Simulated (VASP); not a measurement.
# Al (Fm-3m) in VASP: a series of runs

One crystal, Al, is run at these levels: PBE, revPBE, BLYP, PW91; tasks: single point, relaxation of cell and atoms.

All numbers are computed with VASP 6.6.1; they aren't measurements. Logs are shortened: lines on timing, memory, paths and dates and some standing lists are left out, and cuts for length are marked.

**1. The crystal as given**

It takes space group Fm-3m (No. 225, cubic). The conventional cell has a = 4.050 Å, b = 4.050 Å, c = 4.050 Å, α = 90.00°, β = 90.00°, γ = 90.00°. Al (site symmetry m-3m) has 12 Al at 2.86 Å as nearest neighbours.

**2. Single point, PBE**

Input file INCAR:

```
SYSTEM = Al
  PREC = Accurate
  ENCUT = 520
  EDIFF = 1E-7
  ISMEAR = 0
  SIGMA = 0.011
  LREAL = .FALSE.
  LASPH = .TRUE.
  NELM = 80
  ALGO = Normal
  ISIF = 2
  LWAVE = .FALSE.
  LCHARG = .FALSE.
  GGA = PE
  NBANDS = 8
```

Input file KPOINTS:

```
Automatic mesh
0
G
  11 11 11
  0 0 0
```

Input file POSCAR:

```
Al
1.0
    0.0000000000      2.0248050000      2.0248050000
    2.0248050000      0.0000000000      2.0248050000
    2.0248050000      2.0248050000      0.0000000000
Al
1
Direct
    0.0000000000      0.0000000000      0.0000000000
```

Potentials or basis: VASP PAW PBE potentials, release 64 (Al).

The run is started by

```bash
$ cat potpaw_PBE.64/Al/POTCAR > POTCAR
$ mpirun -np 1 vasp_std > vasp.out
```

OUTCAR:

```text
SYSTEM = Al
   PREC = Accurate
   ENCUT = 520
   EDIFF = 1E-7
   ISMEAR = 0
   LREAL = .FALSE.
   LASPH = .TRUE.
   NELM = 80
   ISIF = 2
   GGA = PE

 ion  position               nearest neighbor table
   1  0.000  0.000  0.000-

  LATTYP: Found a face centered cubic cell.
 ALAT       =     4.0496100000

  Lattice vectors:

 A1 = (   0.0000000000,   2.0248050000,   2.0248050000)
 A2 = (   2.0248050000,   0.0000000000,   2.0248050000)
 A3 = (   2.0248050000,   2.0248050000,   0.0000000000)

Analysis of symmetry for initial positions (statically):
=====================================================================
 Subroutine PRICEL returns:
 Original cell was already a primitive cell.

 Routine SETGRP: Setting up the symmetry group for a
 face centered cubic supercell.

 Subroutine GETGRP returns: Found 48 space group operations
 (whereof 48 operations were pure point group operations)
 out of a pool of 48 trial point group operations.

The static configuration has the point symmetry O_h .

Analysis of symmetry for dynamics (positions and initial velocities):
=====================================================================
 Subroutine PRICEL returns:
 Original cell was already a primitive cell.

 Routine SETGRP: Setting up the symmetry group for a
 face centered cubic supercell.

 Subroutine GETGRP returns: Found 48 space group operations
 (whereof 48 operations were pure point group operations)
 out of a pool of 48 trial point group operations.

The dynamic configuration has the point symmetry O_h .

 Subroutine INISYM returns: Found 48 space group operations
 (whereof 48 operations are pure point group operations),
 and found     1 'primitive' translations

----------------------------------------------------------------------------------------

                                     Primitive cell

  volume of cell :      16.6027

  direct lattice vectors                    reciprocal lattice vectors
     0.000000000  2.024805000  2.024805000    -0.246937359  0.246937359  0.246937359
     2.024805000  0.000000000  2.024805000     0.246937359 -0.246937359  0.246937359
     2.024805000  2.024805000  0.000000000     0.246937359  0.246937359 -0.246937359

  length of vectors
     2.863506692  2.863506692  2.863506692     0.427708053  0.427708053  0.427708053

  position of ions in fractional coordinates (direct lattice)
     0.000000000  0.000000000  0.000000000

  ion indices of the primitive-cell ions
   primitive index   ion index
                 1           1

----------------------------------------------------------------------------------------

 KPOINTS: Automatic mesh

Automatic generation of k-mesh.
 Grid dimensions read from file:
 generate k-points for:   11   11   11

 Generating k-lattice:

  Cartesian coordinates                     Fractional coordinates (reciprocal lattice)
    -0.022448851  0.022448851  0.022448851     0.090909091  0.000000000  0.000000000
     0.022448851 -0.022448851  0.022448851     0.000000000  0.090909091  0.000000000
     0.022448851  0.022448851 -0.022448851     0.000000000  0.000000000  0.090909091

  Length of vectors
     0.038882550  0.038882550  0.038882550

  Shift w.r.t. Gamma in fractional coordinates (k-lattice)
     0.000000000  0.000000000  0.000000000

 Subroutine IBZKPT returns following result:
 ===========================================

 Found     56 irreducible k-points:

 Following reciprocal coordinates:
            Coordinates               Weight
  0.000000  0.000000  0.000000      1.000000
  0.090909  0.000000  0.000000      8.000000
  0.181818  0.000000  0.000000      8.000000
  0.272727  0.000000  0.000000      8.000000
  0.363636  0.000000  0.000000      8.000000
  0.454545  0.000000  0.000000      8.000000
[... 16 lines left out ...]
 -0.272727  0.181818  0.000000     24.000000
 -0.181818  0.181818  0.000000     12.000000
 [... further k-points ...]
   k-points           NKPTS =     56   k-points in BZ     NKDIM =     56   number of bands    NBANDS=      8
   number of dos      NEDOS =    301   number of ions     NIONS =      1
   total plane-waves  NPLWV =  13824
   dimension x,y,z NGX =    24 NGY =   24 NGZ =   24
   dimension x,y,z NGXF=    48 NGYF=   48 NGZF=   48
   ions per type =               1
   NGX,Y,Z   is equivalent  to a cutoff of  13.93, 13.93, 13.93 a.u.
   NGXF,Y,Z  is equivalent  to a cutoff of  27.87, 27.87, 27.87 a.u.
 SYSTEM =  Al
   PREC   = accura    normal or accurate (medium, high low for compatibility)
   ISTART =      0    job   : 0-new  1-cont  2-samecut
   ICHARG =      2    charge: 1-file 2-atom 10-const
   ISPIN  =      1    spin polarized calculation?
   LNONCOLLINEAR =      F non collinear calculations
   LSORBIT =      F    spin-orbit coupling
   LASPH  =      T    aspherical Exc in radial PAW
   ENCUT  =  520.0 eV  38.22 Ry    6.18 a.u.   5.32  5.32  5.32*2*pi/ulx,y,z
   NELM   =     80;   NELMIN=  2; NELMDL= -5     # of ELM steps
   EDIFF  = 0.1E-06   stopping-criterion for ELM
   LREAL  =      F    real-space projection
   EDIFFG = 0.1E-05   stopping-criterion for IOM
   NSW    =      0    number of steps for IOM
   IBRION =     -1    ionic relax: 0-MD 1-quasi-New 2-CG
   NFREE  =      0    steps in history (QN), initial steepest desc. (CG)
   ISIF   =      2    stress and relaxation
   ISYM   =      2    0-nonsym 1-usesym 2-fastsym
   POTIM  = 0.5000    time-step for ionic-motion
   TEBEG  =    0.0;   TEEND  =   0.0 temperature during run
   PSTRESS=    0.0 pullay stress
   NELECT =       3.0000    total number of electrons
   NUPDOWN=      -1.0000    fix difference up-down
   EMIN   =  10.00;   EMAX   =-10.00  energy-range for DOS
   EFERMI =   0.00;   METHOD = LEGACY
   ISMEAR =     0;   SIGMA  =   0.01  broadening in eV -4-tet -1-fermi 0-gaus
   EFERMI_NEDOS =   21; number of points for ismear=-14 and -15
   IALGO  =     38    algorithm
   IMIX   =      4    mixing-type and parameters
     AMIX     =   0.40;   BMIX     =  1.00
     AMIX_MAG =   1.60;   BMIX_MAG =  1.00
  volume/ion in A,a.u.               =      16.60       112.04
  Fermi-wavevector in a.u.,A,eV,Ry     =   0.925526  1.748991 11.654733  0.856599
  Thomas-Fermi vector in A             =   2.051390
   LORBIT       =      0    0 simple, 1 ext, 2 COOP (PROOUT), +10 PAW based schemes
   GGA     = PE    functional components
   LHFCALC =     F    Hartree Fock is set to
   AEXX    =    0.0000 exact exchange contribution
   IVDW    =     0    specifies the selected vdW correction
   LEPSILON=     F    determine dielectric tensor
   LRPA    =     F    only Hartree local field effects (RPA)
 non-spin polarized calculation
 Gauss-broadening in eV      SIGMA  =   0.01
  energy-cutoff  :      520.00
  volume of cell :       16.60
 maximum number of plane-waves:       459
 NGX is ok and might be reduce to    24
   NGX = 11   NGY = 11   NGZ = 11

 number of electron       3.0000000 magnetization

 Free energy of the ion-electron system (eV)
  ---------------------------------------------------
  ext. energy  EPLUGINS =         0.00000000
  ---------------------------------------------------
  free energy    TOTEN  =        -3.75254786 eV

  energy without entropy =       -3.75240597  energy(sigma->0) =       -3.75247691

 E-fermi :   7.9602     XC(G=0): -10.1746

 val. band max:        7.9411538029   @ k =  -0.4545   0.3636   0.0000
 cond. band min:       7.9679834223   @ k =   0.4545   0.1818   0.0909
 fundamental gap:      0.0268296194
 Fermi energy:         7.9602413831

 k-point     1 :       0.0000    0.0000    0.0000
  band No.  band energies     occupation
      1      -3.1566      2.00000
      2      20.5197      0.00000
      3      20.5197      0.00000
      4      20.5197      0.00000
      5      21.9646      0.00000
      6      21.9646      0.00000
      7      21.9646      0.00000
      8      24.3551      0.00000

 k-point     2 :       0.0909    0.0000    0.0000
  band No.  band energies     occupation
      1      -2.9329      2.00000
      2      17.5986      0.00000
      3      19.8713      0.00000
      4      19.8713      0.00000
      5      22.6423      0.00000
      6      22.9510      0.00000
      7      22.9510      0.00000
      8      26.1755      0.00000

 k-point     3 :       0.1818    0.0000    0.0000
  band No.  band energies     occupation
      1      -2.2641      2.00000
      2      13.9562      0.00000
      3      19.1379      0.00000
      4      19.1379      0.00000
      5      22.4109      0.00000
      6      23.7737      0.00000
      7      23.7737      0.00000
      8      25.2901      0.00000

 k-point     4 :       0.2727    0.0000    0.0000
  band No.  band energies     occupation
      1      -1.1562      2.00000
      2      10.5340      0.00000
      3      18.7290      0.00000
      4      18.7290      0.00000
      5      22.1997      0.00000
      6      22.2321      0.00000
      7      22.2321      0.00000
      8      26.2195      0.00000

 k-point     5 :       0.3636    0.0000    0.0000
  band No.  band energies     occupation
      1       0.3807      2.00000
      2       7.4337      2.00000
      3      18.6850      0.00000
      4      18.6850      0.00000
      5      20.8044      0.00000
      6      20.8044      0.00000
      7      22.2710      0.00000
      8      24.7325      0.00000
[... 177 lines left out ...]
 k-point    22 :      -0.3636    0.1818    0.0000
  band No.  band energies     occupation
      1       2.4034      2.00000
      2       6.2941      2.00000
      3      12.5983      0.00000
      4      16.9583      0.00000
      5      18.8521      0.00000
      6      23.3352      0.00000
      7      25.9461      0.00000
      8      28.8948      0.00000

 k-point    23 :      -0.2727    0.1818    0.0000
  band No.  band energies     occupation
      1       0.5987      2.00000
      2       9.0783      0.00000
      3      12.4608      0.00000
      4      18.1721      0.00000
      5      20.1505      0.00000
      6      23.1104      0.00000
      7      25.5016      0.00000
      8      26.0369      0.00000

 k-point    24 :      -0.1818    0.1818    0.0000
  band No.  band energies     occupation
      1      -0.7888      2.00000
      2      11.7508      0.00000
      3      13.1864      0.00000
      4      19.7502      0.00000
      5      21.7725      0.00000
      6      22.8292      0.00000
      7      23.9310      0.00000
      8      24.8729      0.00000

 [... further k-points ...]

------------------------ aborting loop because EDIFF is reached ----------------------------------------

  FORCE on cell =-STRESS in cart. coord.  units (eV):
  Direction    XX          YY          ZZ          XY          YZ          ZX
  --------------------------------------------------------------------------------------
  -------------------------------------------------------------------------------------
  Total       -0.0575586     -0.0575586     -0.0575586     -0.0000000      0.0000000      0.0000000
  in kB       -5.5544515     -5.5544515     -5.5544515     -0.0000000      0.0000000      0.0000000
  external PRESSURE =      -5.5544515 kB  Pullay stress =       0.0000000 kB

 VOLUME and BASIS-vectors are now :
 -----------------------------------------------------------------------------
  energy-cutoff  :      520.00
  volume of cell :       16.60
      direct lattice vectors                 reciprocal lattice vectors
     0.000000000  2.024805000  2.024805000    -0.246937359  0.246937359  0.246937359
     2.024805000  0.000000000  2.024805000     0.246937359 -0.246937359  0.246937359
     2.024805000  2.024805000  0.000000000     0.246937359  0.246937359 -0.246937359

 POSITION                                       TOTAL-FORCE (eV/Angst)
 -----------------------------------------------------------------------------------
      0.00000      0.00000      0.00000        -0.000000      0.000000      0.000000
 -----------------------------------------------------------------------------------
    total drift:                               -0.000000      0.000000      0.000000

  FREE ENERGIE OF THE ION-ELECTRON SYSTEM (eV)
  ---------------------------------------------------
  free  energy   TOTEN  =        -3.7525478594 eV

  energy  without entropy=       -3.7524059704  energy(sigma->0) =       -3.75247691
```

Run time: 3.9 s. Hardware: 1 thread of Intel Xeon Platinum 8488C (Sapphire Rapids), shared host; peak memory 0.12 GiB.

Results:

```yaml
Free_energy: -3.7525 eV
Pressure: -0.6 GPa
Band_gap_on_the_k_mesh: none (metal or under the smearing width)
```

**3. Relaxation of cell and atoms, revPBE**

Input file INCAR:

```
SYSTEM = Al
PREC     = Accurate       ! precision mode
ENCUT    = 600            ! plane-wave cutoff, eV
EDIFF    = 1E-7           ! SCF threshold, eV
ISMEAR   = -1             ! smearing method
SIGMA    = 0.05           ! smearing width, eV
LREAL    = .False.        ! projectors in reciprocal space
LASPH    = .True.         ! aspherical terms in the spheres
NELM     = 100            ! most SCF steps
ALGO     = Normal         ! electronic algorithm
ISIF     = 3              ! what is computed and relaxed
LWAVE    = .False.        ! write WAVECAR
LCHARG   = .False.        ! write CHGCAR
GGA      = RE             ! functional
IBRION   = 2              ! ionic algorithm
NSW      = 60             ! ionic steps
EDIFFG   = -0.02          ! ionic threshold
```

Input file KPOINTS:

```
Automatic mesh
0
Gamma
  11 11 11
  0 0 0
```

POSCAR is that of step 2.

Potentials or basis: VASP PAW PBE potentials, release 64 (Al).

The run is started by

```bash
$ cat potpaw_PBE.64/Al/POTCAR > POTCAR
$ mpirun -np 1 vasp_std > vasp.out
```

It took 4.1 s on 1 thread of Intel Xeon Platinum 8488C (Sapphire Rapids), shared host; peak memory 0.13 GiB.

Results (log left out):

```yaml
Free_energy: -3.5640 eV
Relaxed_volume: 16.74 Å³/atom
Relaxed_cell: a = 2.871 Å, b = 2.871 Å, c = 2.871 Å, α = 60.00°, β = 60.00°, γ = 60.00°
Space_group_after_relaxing_to_0.05_Å: Fm-3m (No. 225)
Energy_gained_by_relaxing: 0.2 meV/atom
Ionic_steps: 2
Pressure_after_relaxing: -0.1 GPa
Band_gap_on_the_k_mesh: none (metal or under the smearing width)
```

Step by step:
| step | energy change (eV) | largest force (eV/Å) | pressure (GPa) | volume (Å³) |
| --- | --- | --- | --- | --- |
| 1 | 0.0000 | 0.0000 | 0.53 | 16.60 |
| 2 | -0.0002 | 0.0000 | -0.10 | 16.74 |

Final structure:
```yaml
crystal:
  lattice:
    - [0.00000, 2.03020, 2.03020]
    - [2.03020, 0.00000, 2.03020]
    - [2.03020, 2.03020, 0.00000]
  atoms:
    - { symbol: Al, position: [0.00000, 0.00000, 0.00000] }
```

Levels at points of the mesh, in eV from the Fermi level:
| k point | band 1 | band 2 | band 3 | band 4 | band 5 |
| --- | --- | --- | --- | --- | --- |
| (0.00, 0.00, 0.00) | -11.05 | 12.51 | 12.51 | 12.51 | 14.00 |

Caveat: the PAW data sets were made with another functional, which shifts forces and pressure a little.

**4. Relaxation of cell and atoms, BLYP**

Input file INCAR:

```
SYSTEM = Al
PREC = Accurate ; ENCUT = 600
EDIFF = 1E-6 ; ISMEAR = -1
SIGMA = 0.05 ; LREAL = .FALSE.
LASPH = .TRUE. ; NELM = 80
ALGO = Normal ; ISIF = 3
LWAVE = .FALSE. ; LCHARG = .FALSE.
GGA = B5 ; ALDAX = 1.0
AGGAX = 1.0 ; AGGAC = 1.0
ALDAC = 0.0 ; IBRION = 2
NSW = 60 ; EDIFFG = -0.01
```

Input file KPOINTS:

```
regular mesh
0
G
  11 11 11
  0 0 0
```

POSCAR is that of step 3.

The run is started by

```bash
$ cat potpaw_PBE.64/Al/POTCAR > POTCAR
$ mpirun -np 1 vasp_std > vasp.out
```

Run time: 7 s. Hardware: 1 thread of Intel Xeon Platinum 8488C (Sapphire Rapids), shared host; peak memory 0.13 GiB.

Results (log left out):

```
Free energy                            : -2.7143 eV
Relaxed volume                         : 17.40 Å³/atom
Relaxed cell                           : a = 2.908 Å, b = 2.908 Å, c = 2.908 Å, α = 60.00°, β = 60.00°, γ = 60.00°
Space group after relaxing (to 0.05 Å) : Fm-3m (No. 225)
Energy gained by relaxing              : 7.5 meV/atom
Ionic steps                            : 2
Pressure after relaxing                : 0.0 GPa
Band gap on the k mesh                 : none (metal or under the smearing width)
```

Step by step:
```
step  energy change (eV)  largest force (eV/Å)  pressure (GPa)  volume (Å³)
   1              0.0000                0.0000            3.14        16.60
   2             -0.0075                0.0000            0.05        17.40
```

Final structure:
```cif
data_structure
_symmetry_space_group_name_H-M 'P 1'
_symmetry_Int_Tables_number 1
_cell_length_a 2.9085
_cell_length_b 2.9085
_cell_length_c 2.9085
_cell_angle_alpha 60.000
_cell_angle_beta 60.000
_cell_angle_gamma 60.000
_cell_volume 17.40
loop_
_atom_site_label
_atom_site_type_symbol
_atom_site_fract_x
_atom_site_fract_y
_atom_site_fract_z
_atom_site_occupancy
Al1 Al 0.00000 0.00000 0.00000 1
```

Levels at points of the mesh, in eV from the Fermi level:
```
           k point  band 1  band 2  band 3  band 4  band 5
(0.00, 0.00, 0.00)  -10.78   12.27   12.27   12.27   13.19
```

Caveat: the PAW data sets were made with another functional, which shifts forces and pressure a little.

**5. Relaxation of cell and atoms, PW91**

Input file INCAR:

```
PREC = Accurate ; ENCUT = 600
EDIFF = 1E-6 ; ISMEAR = -1
SIGMA = 0.05 ; LREAL = False
LASPH = True ; NELM = 60
ALGO = Normal ; ISIF = 3
LWAVE = False ; LCHARG = False
GGA = 91 ; IBRION = 2
NSW = 40 ; EDIFFG = -0.01
```

Input file KPOINTS:

```
regular mesh
0
Gamma
  11 11 11
```

POSCAR is that of step 4.

The run is started by

```bash
$ cat potpaw_PBE.64/Al/POTCAR > POTCAR
$ mpirun -np 1 vasp_std > vasp.out
```

Run time: 2.7 s. Hardware: 1 thread of Intel Xeon Platinum 8488C (Sapphire Rapids), shared host; peak memory 0.13 GiB.

Results (log left out):

```yaml
Free_energy: -3.6953 eV
Pressure_after_relaxing: 0.0 GPa
Band_gap_on_the_k_mesh: none (metal or under the smearing width)
```

Final structure:
```
Al
1.0
     0.00000    2.02481    2.02481
     2.02481    0.00000    2.02481
     2.02481    2.02481    0.00000
Al
1
Direct
  0.00000 0.00000 0.00000
```

Levels at points of the mesh, in eV from the Fermi level:
```csv
k point,band 1,band 2,band 3,band 4,band 5
"(0.00, 0.00, 0.00)",-11.10,12.55,12.55,12.55,13.96
```

Caveat: the relaxation stopped at its first step, so nothing moved; the PAW data sets were made with another functional, which shifts forces and pressure a little.

**6. For comparison**

An earlier run on the cell as given: functional PBE; potentials or basis VASP PAW PBE potentials, release 64 (Al); cutoff 520 eV; k mesh 11 × 11 × 11; occupations fermi-dirac, width 0.05 eV; no spin polarisation.

* Pressure: -0.5 GPa
* Band gap on the k mesh: none (metal or under the smearing width)

**7. The runs side by side**

| task | level | cell | cutoff (eV) | smearing | gap on the mesh (eV) | pressure (GPa) | relaxed volume (Å³/atom) |
| --- | --- | --- | --- | --- | --- | --- | --- |
| single point | PBE | as given | 520 | gaussian 0.011 eV | none | -0.6 | - |
| relaxation of cell and atoms | revPBE | relaxed | 600 | fermi-dirac 0.05 eV | none | -0.1 | 16.74 |
| relaxation of cell and atoms | BLYP | relaxed | 600 | fermi-dirac 0.05 eV | none | 0.0 | 17.40 |
| relaxation of cell and atoms | PW91 | relaxed | 600 | fermi-dirac 0.05 eV | none | 0.0 | - |
| single point | PBE | as given | 520 | fermi-dirac 0.05 eV | none | -0.5 | - |

Alike in all rows: potentials or basis VASP PAW PBE potentials, release 64 (Al); no spin polarisation; k mesh 11 × 11 × 11.

Caveats: the PAW data sets were made with another functional, which shifts forces and pressure a little (some runs); the relaxation stopped at its first step, so nothing moved (some runs).

Total energies depend on the potentials used, so only differences within one code and one set of settings carry meaning.

**8. Comparison with measurements**

Step 3. The cell as given is a measured one (16.60 Å³/atom); revPBE puts the equilibrium volume +0.8 % from it, thermal expansion not counted.

Step 4. The cell as given is a measured one (16.60 Å³/atom); BLYP puts the equilibrium volume +4.8 % from it, thermal expansion not counted.

Step 5. The cell as given is a measured one (16.60 Å³/atom); PW91 puts the equilibrium volume +0.0 % from it, thermal expansion not counted.
